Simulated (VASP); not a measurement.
# SrO in VASP: how settings move the PBE single point

Aim: see what changed inputs do to the PBE single point of rocksalt SrO, under -4.0 % equal strain in all directions.

The runs shown are made with VASP 6.6.1. PAW datasets, plane waves. Computed at 0 K without zero-point motion; spin polarisation is off (in the reference).

## 1. Starting point

The cell comes from an earlier relaxation with r2SCAN in another program. Some of the altered inputs switch spin polarisation on.

It is cubic, Fm-3m (No. 225); conventional cell a = 4.953 Å, 15.19 Å³ an atom. Around Sr lie 6 O at 2.48 Å; around O lie 6 Sr at 2.48 Å.

Structure file:

```xyz
2
Lattice="0.0000 2.4767 2.4767 2.4767 0.0000 2.4767 2.4767 2.4767 0.0000" Properties=species:S:1:pos:R:3 pbc="T T T"
Sr    0.0000    0.0000    0.0000
O     2.4767    2.4767    2.4767
```

## 2. The reference run

The input, INCAR:

```
ENCUT = 520.000000
SIGMA = 0.020000
EDIFF = 1.00e-07
GGA = PE
PREC = Accurate
IBRION = -1
ISIF = 2
ISMEAR = -1
NBANDS = 15
NELM = 120
NSW = 0
LASPH = .TRUE.
LCHARG = .TRUE.
LELF = .TRUE.
LWAVE = .FALSE.
LREAL = .FALSE.
```

The input, KPOINTS:

```
KPOINTS created by Atomic Simulation Environment
0
Gamma
8 8 8
0 0 0
```

The input, POSCAR:

```
Sr O
 1.0000000000000000
     0.0000000000000000    2.4766966328000000    2.4766966328000000
     2.4766966328000000    0.0000000000000000    2.4766966328000000
     2.4766966328000000    2.4766966328000000    0.0000000000000000
 Sr  O
   1   1
Cartesian
  0.0000000000000000  0.0000000000000000  0.0000000000000000
  2.4766966328000000  2.4766966328000000  2.4766966328000000
```

A file KPOINTS_OPT adds named points for the levels; it doesn't enter the self-consistent loop.

Potentials: the recommended PBE PAW datasets, 16 valence electrons.

Command:

```
mpirun -np 1 vasp_std
```

## 3. Try 1

The input, INCAR:

```
ENCUT = 520.000000
SIGMA = 0.020000
EDIFF = 1.00e-07
PREC = Accurate
IBRION = -1
ISIF = 2
ISMEAR = -1
NBANDS = 15
NSW = 0
LASPH = .TRUE.
LCHARG = .FALSE.
LWAVE = .FALSE.
LREAL = .FALSE.
IVDW = 10
GGA = RP
ISPIN = 2
MAGMOM = -3 -3
NELM = 80
```

KPOINTS is that of step 2.

POSCAR is that of step 2.

## 4. Try 2

The input, INCAR:

```
EDIFF = 1.00e-07
PREC = Accurate
IBRION = -1
ISIF = 2
NBANDS = 15
NELM = 120
NSW = 0
LASPH = .TRUE.
LCHARG = .FALSE.
LWAVE = .FALSE.
LREAL = .FALSE.
ENCUT = 600
GGA = RP
ISMEAR = 0
SIGMA = 0.3
```

KPOINTS is that of step 2.

POSCAR is that of step 2.

Q: Predict the outcome of this session. Wanted: for each run, changed; ending; energy change; pressure; electronic steps; usable.

As calculated:

| run | changed | ending | energy change (meV/atom) | pressure (GPa) | gap on the mesh (eV; negative: overlap) | electronic steps | time | usable |
| --- | --- | --- | --- | --- | --- | --- | --- | --- |
| ref. | – | converged | 0 | 17.6 | 3.16 | 15 | 15 s | yes |
| 1 | IVDW = 10, GGA = RP, ISPIN = 2, MAGMOM = -3 -3, NELM = 80 | refused | – | – | – | – | 0.8 s | no |
| 2 | ENCUT = 600, GGA = RP, ISMEAR = 0, SIGMA = 0.3 | converged | – | 21.0 | 3.28 | 13 | 13 s | no |

What this shows: Of 2 altered inputs, 1 gave no result, 1 ended normally on a faulty or unsound input.
